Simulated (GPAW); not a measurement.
Runs of GPAW 26.7.0 on CdSe. It takes space group F-43m (No. 216, cubic). The conventional cell has a = 6.141 Å, b = 6.141 Å, c = 6.141 Å, α = 90.00°, β = 90.00°, γ = 90.00°. Around Cd (site symmetry -43m) lie 4 Se at 2.66 Å. Around Se (site symmetry -43m) lie 4 Cd at 2.66 Å. Measurements of this composition are mostly on another form, of space group No. 186.

```csv
task,level,potentials or basis,spin,band path,band points,spin axis theta (degrees),spin axis phi (degrees),eigensolver,gap on the mesh (eV),pressure (GPa),V0 of scaled cells (Å³/atom),B0 (GPa)
band structure,rSCAN,"GPAW PAW data sets (gpaw-data 1.2.1), pw","SOC, no magnetisation","GXWKGLUWLK,UX",80,0,0,-,(a),-0.4,-,-
band structure,optPBE-vdW,"GPAW PAW data sets (gpaw-data 1.2.1), pw","SOC, no magnetisation","GXWKGLUWLK,UX",60,90,0,-,0.41,-,-,-
band structure,revTPSS,"GPAW PAW data sets (gpaw-data 1.2.1), pw","SOC, no magnetisation","GXWKGLUWLK,UX",60,0,0,davidson,(c),-0.3,-,-
band structure,M06-L,"GPAW PAW data sets (gpaw-data 1.2.1), pw","SOC, no magnetisation","GXWKGLUWLK,UX",60,54.7,45,-,(b),1.5,-,-
equation of state,revPBE+D3(BJ),"the program's PAW data sets (release 1.2.1) made for this functional, pw",off,-,-,-,-,-,-,-,28.10,51
single point,TB-mBJ,"GPAW PAW data sets for LDA (gpaw-data 1.2.1), pw",off,-,-,-,-,-,1.87,-,-,-
equation of state,revPBE+D3,"the program's PAW data sets (release 1.2.1) made for this functional, pw",off,-,-,-,-,-,-,-,28.05,50
band structure,vdW-DF2,"GPAW PAW data sets (gpaw-data 1.2.1), pw","SOC, no magnetisation","GXWKGLUWLK,UX",60,90,45,-,0.21,-,-,-
```

Alike in all rows: cell as given; k mesh 6 × 6 × 6; cutoff (eV) 600; smearing fermi-dirac 0.05 eV.

Task: Fill in the values left out.

Result: (a) 0.85; (b) 0.68; (c) 0.62.

Caveats: the PAW data sets were made with another functional, which shifts forces and pressure a little (some runs); spin-orbit coupling was added after a scalar SCF, so levels and gaps hold it while energy, forces, pressure and moments don't (some runs); this program's spin-orbit splittings come out too wide for heavy elements (some runs); a model potential gives levels but no total energy (some runs).

A k mesh can miss the band edges, and rows without SOC leave out spin-orbit coupling on Cd, Se.

Runs at the PBE level aren't shown here.
